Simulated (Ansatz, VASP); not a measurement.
**Mo in VASP and in Ansatz**

```
Mo
1.0
    -1.34612    1.55855    1.55855
     1.55855   -1.34612    1.55855
     1.55855    1.55855   -1.34612
Mo
1
Cartesian
  0.0000 0.0000 0.0000
```

Alike in both runs: task single point; functional PBE; k mesh 22 × 22 × 22; occupations gaussian, width 0.15 eV; no spin polarisation.

|  | VASP | Ansatz |
| --- | --- | --- |
| version | VASP 6.6.1 | Ansatz 0.2.0 |
| potentials or method | VASP PAW PBE potentials, release 64 (Mo_sv) | scalar-relativistic, plane waves, PAW |
| plane-wave cutoff (eV) | 520 | 420 |
| valence electrons in the cell | 14 | 14 |

```tsv
	VASP	Ansatz	Ansatz less VASP
gap on the k mesh at the Fermi level (eV)	none	none	-
pressure (GPa)	22.6	21.9	-0.67
largest component of the traceless stress (GPa)	12.34	12.27	-0.071
```

A gap of «none» marks a metal or a gap that the smearing closes.

Caveats: so large a pressure means that the cell lies far from this level's equilibrium, or that cutoff or potentials fall short (VASP).
